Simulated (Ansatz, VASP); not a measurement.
MgO (MgO (100), 1 layers) in VASP and in Ansatz

```
CELL_PARAMETERS angstrom
3.00795 0.00000 0.00000
0.00000 3.00795 0.00000
0.00000 0.00000 16.00000
ATOMIC_POSITIONS crystal
Mg 0.25000 0.25000 0.50000
O 0.75000 0.75000 0.50000
```

Alike in both runs: task single point; functional PBE; k mesh 10 × 10 × 1; occupations fermi-dirac, width 0.02 eV; no spin polarisation.

```csv
,VASP,Ansatz
version,VASP 6.6.1,Ansatz 0.2.0
potentials or method,"VASP PAW PBE potentials, release 64 (Mg, O)","PAW with Ansatz's default frozen-core files, scalar-relativistic"
plane-wave cutoff (eV),520,420
valence electrons in the cell,8,16
```

|  | VASP | Ansatz | Ansatz less VASP |
| --- | --- | --- | --- |
| gap on the k mesh at the Fermi level (eV) | 2.52 | 2.53 | +0.013 |

The two sets of potentials don't hold the same shells in valence.
